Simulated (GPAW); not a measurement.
Wanted: an ASE script for a GPAW 26.7.0 run.

```
Task                : phonons
Functional          : PBE
Potentials or basis : GPAW PAW data sets (gpaw-data 1.2.1)
Cutoff              : 510 eV
Basis               : pw
k mesh              : 8 × 8 × 4
Occupations         : fermi-dirac, width 0.05 eV
Spin                : no spin polarisation
Maxiter             : 150
Convergence         : density=1e-06 eigenstates=1e-09
Supercell           : 1 × 1 × 1
Supercell k mesh    : 8 × 8 × 4
Displacement        : 0.01
Relaxed first       : ions
```

The structure of Pt lies in POSCAR:

```
Pt
1.0
    2.7606656158      0.0000000000      0.0000000000
   -1.3803328079      2.3908065546      0.0000000000
    0.0000000000      0.0000000000      4.7921340000
Pt
2
Direct
    0.3333333333      0.6666666667      0.2500000000
    0.6666666667      0.3333333333      0.7500000000
```

This isn't the form of Pt at room conditions, which is fcc.

One way to write it, as run:

run.py

```python
import json
import numpy as np
from ase import Atoms
from ase.constraints import FixSymmetry
from ase.io import read, write
from ase.optimize import BFGS
from phonopy import Phonopy
from phonopy.structure.atoms import PhonopyAtoms
from gpaw import GPAW, PW

atoms = read('POSCAR')

calc = GPAW(mode=PW(510),
            xc='PBE',
            kpts={'size': (8, 8, 4), 'gamma': True},
            occupations={'name': 'fermi-dirac', 'width': 0.05},
            nbands=29,
            convergence={'density': 1e-06, 'eigenstates': 1e-09},
            maxiter=150,
            txt='gpaw.txt')
atoms.calc = calc
atoms.set_constraint(FixSymmetry(atoms))
BFGS(atoms, trajectory='relax.traj', logfile='-').run(fmax=0.005, steps=40)
atoms.set_constraint()
energy = atoms.get_potential_energy()
forces = atoms.get_forces()
stress = atoms.get_stress()
calc.write('gs.gpw')
write('result.traj', atoms)
print('Cell:', atoms.cell.cellpar().round(4))
print(atoms.get_scaled_positions().round(5))

def force_constants(scale):
    unit = PhonopyAtoms(symbols=atoms.get_chemical_symbols(), cell=atoms.cell[:] * scale**(1 / 3),
                        scaled_positions=atoms.get_scaled_positions())
    ph = Phonopy(unit, supercell_matrix=np.diag([1, 1, 1]), primitive_matrix=np.eye(3), symprec=1e-4)
    ph.generate_displacements(distance=0.01)
    forces = []
    for i, sc in enumerate(ph.supercells_with_displacements):
        a = Atoms(sc.symbols, cell=sc.cell, scaled_positions=sc.scaled_positions, pbc=True)
        c = GPAW(mode=PW(510),
                 xc='PBE',
                 kpts={'size': (8, 8, 4), 'gamma': True},
                 occupations={'name': 'fermi-dirac', 'width': 0.05},
                 nbands=29,
                 convergence={'density': 1e-06, 'eigenstates': 1e-09},
                 maxiter=150,
                 txt=f'disp-{scale:.3f}-{i:02d}.txt')
        a.calc = c
        f = a.get_forces()
        forces.append(f - f.mean(axis=0))
        print(f'displacement {i}: drift', f.mean(axis=0).round(5), flush=True)
    ph.forces = forces
    ph.produce_force_constants()
    ph.symmetrize_force_constants()
    return ph

qpoints = [[0.0, 0.0, 0.0]]
results = {}
for scale in [1.0]:
    ph = force_constants(scale)
    ph.run_qpoints(qpoints)
    nu = ph.qpoints.frequencies * 33.35641  # THz to cm^-1
    results[f'{scale:.3f}'] = nu.tolist()
    for qp, f in zip(qpoints, nu):
        print(scale, np.round(qp, 4), f.round(2))
json.dump(results, open('phonons.json', 'w'))
```

Potentials or basis: GPAW PAW data sets (gpaw-data 1.2.1), pw.

The run is started by

```console
$ OMP_NUM_THREADS=1 python run.py
```

Results of the run:

The pressure after relaxing is -0.8 GPa, the band gap on the k mesh is none (metal or under the smearing width) and the highest phonon frequency at Γ is 161 cm⁻¹.

Caveat: the cutoff is short for stress and forces, so pressures can be off by a GPa or more; some modes are imaginary.

It took 73 s on 1 thread of AMD EPYC 7R43 64-Core Processor (Zen 3) (shared host), peak memory 0.24 GiB.
